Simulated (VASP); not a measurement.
Input of a VASP 6.6.1 run:

POSCAR

```
InP                                     
1.0
   -0.0000000000      2.9793322282      2.9793322282
    2.9793322282     -0.0000000000      2.9793322282
    2.9793322282      2.9793322282      0.0000000000
  In              P             
     1     1
Direct
     0.0000000000000000    0.0000000000000000    0.0000000000000000
     0.2500000000000000    0.2500000000000000    0.2500000000000000
```

INCAR.step1

```
SYSTEM = InP
ALGO = Normal
EDIFF = 1E-6
ENCUT = 520
GGA = PE
GGA_COMPAT = .FALSE.
ISIF = 2
ISMEAR = 0
LASPH = .TRUE.
LCHARG = .TRUE.
LORBIT = 11
LREAL = .FALSE.
LSORBIT = .TRUE.
LWAVE = .FALSE.
MAGMOM = 0 0 0 0 0 0
NELM = 60
PREC = Accurate
SIGMA = 0.02
```

The input KPOINTS.step1:

```
k-points
0
G
  10 10 10
  0 0 0
```

Contents of INCAR.step2:

```
SYSTEM = InP
ALGO = Normal
EDIFF = 1E-6
ENCUT = 520
GGA = PE
GGA_COMPAT = .FALSE.
ICHARG = 11
ISIF = 2
ISMEAR = 0
LASPH = .TRUE.
LCHARG = .FALSE.
LORBIT = 11
LREAL = .FALSE.
LSORBIT = .TRUE.
LWAVE = .FALSE.
MAGMOM = 0 0 0 0 0 0
NELM = 60
PREC = Accurate
SIGMA = 0.05
```

The input KPOINTS.step2:

```
path GXWKGLUWLK,UX
10
line-mode
reciprocal
 0.0000000000  0.0000000000  0.0000000000  G
 0.5000000000  0.0000000000  0.5000000000  X

 0.5000000000  0.0000000000  0.5000000000  X
 0.5000000000  0.2500000000  0.7500000000  W

 0.5000000000  0.2500000000  0.7500000000  W
 0.3750000000  0.3750000000  0.7500000000  K

 0.3750000000  0.3750000000  0.7500000000  K
 0.0000000000  0.0000000000  0.0000000000  G

 0.0000000000  0.0000000000  0.0000000000  G
 0.5000000000  0.5000000000  0.5000000000  L

 0.5000000000  0.5000000000  0.5000000000  L
 0.6250000000  0.2500000000  0.6250000000  U

 0.6250000000  0.2500000000  0.6250000000  U
 0.5000000000  0.2500000000  0.7500000000  W

 0.5000000000  0.2500000000  0.7500000000  W
 0.5000000000  0.5000000000  0.5000000000  L

 0.5000000000  0.5000000000  0.5000000000  L
 0.3750000000  0.3750000000  0.7500000000  K

 0.6250000000  0.2500000000  0.6250000000  U
 0.5000000000  0.0000000000  0.5000000000  X
```

Potentials or basis: VASP PAW PBE potentials, release 64 (In_d, P).

Run with:

```console
$ cat potpaw_PBE.64/In_d/POTCAR potpaw_PBE.64/P/POTCAR > POTCAR
$ cp INCAR.step1 INCAR
$ cp KPOINTS.step1 KPOINTS
$ mpirun -np 1 vasp_ncl > vasp.out
$ cp INCAR.step2 INCAR
$ cp KPOINTS.step2 KPOINTS
$ mpirun -np 1 vasp_ncl > vasp.out
```

Question: Estimate the net moment.

Answer: 0.00 μB per cell.

Moments on the atoms (μB; x, y, z):
```
In  0.00 0.00 0.00
P   0.00 0.00 0.00
```
